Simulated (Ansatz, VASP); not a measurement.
# Hf18O35: VASP beside Ansatz

Aim: how closely do two programs agree when they are given the same cell, functional and k mesh? The structure shown is the end of the VASP relaxation below.

Main program and level: Ansatz 0.2.0; plane waves, with VASP 6.6.1 beside it; single point at PBEsol.

### 1. The starting structure

The cell holds 53 atoms: 18 Hf and 35 O. Its edges and angles: a = 10.646 Å, b = 10.646 Å, c = 7.097 Å, α = 60.0°, β = 60.0°, γ = 60.0°. It derives from HfO2. Nearest the centre at fractional (0.250, 0.250, 0.375): Hf4 at 2.14 Å, Hf8 at 2.14 Å, Hf9 at 2.15 Å, Hf10 at 2.15 Å, O39 at 2.41 Å, O43 at 2.41 Å, O38 at 2.43 Å, O42 at 2.43 Å.

### 2. VASP: relaxation, PBEsol

This run makes the geometry at which the two programs are then compared.

Lines of VASP's logs that name or quote its potential files are left out, and so is its time.

File INCAR:

```
SYSTEM = Hf18O35
PREC = Normal
ENCUT = 400
EDIFF = 1E-05
NELM = 120
ISMEAR = 0
SIGMA = 0.05
LREAL = Auto
ALGO = Fast
GGA = PS
NBANDS = 184
LASPH = .TRUE.
LORBIT = 11
LWAVE = True
LCHARG = .TRUE.
KPAR = 4
NCORE = 2
IBRION = 2
NSW = 50
ISIF = 2
EDIFFG = -0.03
POTIM = 0.4
MAXMIX = 40
ISYM = 0
```

File POSCAR:

```
Hf18O35
1.0
    0.0000000000      7.5276447798      7.5276447798
    7.5276447798      0.0000000000      7.5276447798
    5.0184298532      5.0184298532      0.0000000000
Hf O
18 35
Direct
    0.0000000000      0.0000000000      0.0000000000
    0.0000000000      0.0000000000      0.5000000000
    0.0000000000      0.3333333300      0.0000000000
    0.0013619300      0.3321361000      0.4942312000
    0.0000000000      0.6666666700      0.0000000000
    0.0000000000      0.6666666700      0.5000000000
    0.3333333300      0.0000000000      0.0000000000
    0.3299853800      0.0047488300      0.5010454200
    0.3302388300      0.3334647700      0.0052037600
    0.3346967000      0.3328475200      0.4952186800
    0.3333333300      0.6666666700      0.0000000000
    0.3333333300      0.6666666700      0.5000000000
    0.6666666700      0.0000000000      0.0000000000
    0.6666666700      0.0000000000      0.5000000000
    0.6666666700      0.3333333300      0.0000000000
    0.6666666700      0.3333333300      0.5000000000
    0.6666666700      0.6666666700      0.0000000000
    0.6666666700      0.6666666700      0.5000000000
    0.2500000000      0.2500000000      0.8750000000
    0.2500000000      0.5833333300      0.3750000000
    0.2500000000      0.5833333300      0.8750000000
    0.2500000000      0.9166666700      0.3750000000
    0.2500000000      0.9166666700      0.8750000000
    0.5833333300      0.2500000000      0.3750000000
    0.5833333300      0.2500000000      0.8750000000
    0.5833333300      0.5833333300      0.3750000000
    0.5833333300      0.5833333300      0.8750000000
    0.5833333300      0.9166666700      0.3750000000
    0.5833333300      0.9166666700      0.8750000000
    0.9166666700      0.2500000000      0.3750000000
    0.9166666700      0.2500000000      0.8750000000
    0.9166666700      0.5833333300      0.3750000000
    0.9166666700      0.5833333300      0.8750000000
    0.9166666700      0.9166666700      0.3750000000
    0.9166666700      0.9166666700      0.8750000000
    0.0833333300      0.0833333300      0.1250000000
    0.0874279800      0.0769206700      0.6211677300
    0.0833674700      0.4174380100      0.1244962500
    0.0832704500      0.4223926100      0.6205608200
    0.0833333300      0.7500000000      0.1250000000
    0.0833333300      0.7500000000      0.6250000000
    0.4177072600      0.0792259900      0.1226318200
    0.4188837800      0.0788503700      0.6232193400
    0.4171752300      0.4172278300      0.1180021300
    0.4166666700      0.4166666700      0.6250000000
    0.4166666700      0.7500000000      0.1250000000
    0.4166666700      0.7500000000      0.6250000000
    0.7500000000      0.0833333300      0.1250000000
    0.7500000000      0.0833333300      0.6250000000
    0.7500000000      0.4166666700      0.1250000000
    0.7500000000      0.4166666700      0.6250000000
    0.7500000000      0.7500000000      0.1250000000
    0.7500000000      0.7500000000      0.6250000000
```

File KPOINTS:

```
Automatic mesh
0
Gamma
2 2 2
0 0 0
```

PAW data sets: Hf and O (PBE family, release 64).

Launch:

```console
$ mpirun -np 8 vasp_std
```

Numbers of over 12 decimals in the logs are rounded to 6 here.

The program printed:

```text
[banner, memory and clock lines left out]
running    8 mpi-ranks, on    1 nodes
[...]
|                                                                             |
|               ----> ADVICE to this user running VASP <----                  |
|                                                                             |
|     You enforced a specific xc type in the INCAR file but a different       |
|     [... a line on the potential file left out ...]
|     I HOPE YOU KNOW WHAT YOU ARE DOING!                                     |
|                                                                             |

 LDA part: xc-table for (Slater+PW92), standard interpolation
 POSCAR, INCAR and KPOINTS ok, starting setup
[...]
entering main loop
       N       E                     dE             d eps       ncg     rms          rms(c)
DAV:   1     0.133923208197E+04    0.13392E+04   -0.12653E+05  2944   0.117E+03
DAV:   2    -0.527047818997E+03   -0.18663E+04   -0.17976E+04  3648   0.287E+02
[...]
[... from here on, the cycles between the ionic steps are left out ...]
   2 F= -.56007682E+03 E0= -.56007682E+03  d E =-.249072E+00
   3 F= -.56007898E+03 E0= -.56007898E+03  d E =-.251225E+00
  24 F= -.56024225E+03 E0= -.56024225E+03  d E =-.907835E-03
  25 F= -.56024232E+03 E0= -.56024232E+03  d E =-.979253E-03
  26 F= -.56024294E+03 E0= -.56024294E+03  d E =-.626254E-03
  27 F= -.56024299E+03 E0= -.56024299E+03  d E =-.669062E-03
  28 F= -.56024348E+03 E0= -.56024348E+03  d E =-.491230E-03
  29 F= -.56024348E+03 E0= -.56024348E+03  d E =-.498407E-03
  30 F= -.56024375E+03 E0= -.56024375E+03  d E =-.270208E-03
  31 F= -.56024376E+03 E0= -.56024376E+03  d E =-.272620E-03
  32 F= -.56024396E+03 E0= -.56024396E+03  d E =-.201595E-03
  33 F= -.56024396E+03 E0= -.56024396E+03  d E =-.205718E-03
  34 F= -.56024414E+03 E0= -.56024414E+03  d E =-.182286E-03
  35 F= -.56024415E+03 E0= -.56024415E+03  d E =-.184383E-03
  36 F= -.56024429E+03 E0= -.56024429E+03  d E =-.143865E-03
  37 F= -.56024430E+03 E0= -.56024430E+03  d E =-.156041E-03
  38 F= -.56024444E+03 E0= -.56024444E+03  d E =-.133925E-03
 trial-energy change:   -0.000134  1 .order   -0.000113   -0.000186   -0.000040
 step:   0.5895(harm=  0.5895)  dis= 0.00067  next Energy=  -560.244422 (dE=-0.119E-03)
 reached required accuracy - stopping structural energy minimisation
 writing wavefunctions
```

OUTCAR, selected parts (step 2):

```text
  Total      -23.9294903    -23.9392065    -23.4031509      0.5950595     -0.0064342      0.0217268
  in kB      -67.4105612    -67.4379322    -65.9278370      1.6763122     -0.0181253      0.0612055
  external PRESSURE =     -66.9254435 kB  Pullay stress =       0.0000000 kB

 POSITION                                       TOTAL-FORCE (eV/Angst)
 -----------------------------------------------------------------------------------
      7.53303      7.53509     15.05081        -0.010466     -0.004389     -0.002551
     10.02819     10.02980     15.05265         0.012828      0.007006     -0.000072
      2.50055      0.00989      2.49167         0.012238      0.007066      0.007454
      4.99210      2.52190      2.52789        -0.003325     -0.008239      0.020237
     10.03632      5.01686      5.02819         0.001662      0.023131      0.004172
      7.51837      2.50906      5.01893        -0.004419      0.012605     -0.011284
      7.53602      2.50392     10.01791        -0.006326     -0.001980      0.001070
      2.52045      4.99416      2.52930         0.005112     -0.003323     -0.009699
      2.52394      2.52413      5.00279        -0.006105      0.004571     -0.012316
      5.00607      5.00679      5.01062        -0.000297     -0.005231     -0.003734
     10.03684      7.51577      7.52751        -0.000365     -0.024712      0.007763
      7.52600      5.02756      7.52616         0.016971     -0.005016      0.005650
      5.01669     10.03698      5.02824         0.003890     -0.011462      0.007401
      2.50906      7.51874      5.01881         0.001572     -0.013814      0.022105
[...]
-----------------------------------------------------------------------------------
    total drift:                                0.181398      0.096371      0.078841

  FREE ENERGIE OF THE ION-ELECTRON SYSTEM (eV)
  ---------------------------------------------------
  free  energy   TOTEN  =      -560.2444369060 eV

  energy  without entropy=     -560.2444369060  energy(sigma->0) =     -560.24443691

 reached required accuracy - stopping structural energy minimisation

[... 1 further part left out ...]
```

The data set Hf keeps the semicore shell frozen, which is cheaper and a little less accurate.

(Continued in part 2 of 2.)

[Lines on the potential files, build, host, timing and source positions are cut from VASP's logs without a mark.]

[Logs are printed without paths, hosts, clocks, repeated set-up lines and the standing remarks that a program may print on its own settings, such as how far it seeks lower states.]

[Hosts, paths, dates, database ids (printed as entryN), source tags and the programs' standing remarks are cut or masked in the printed files.]
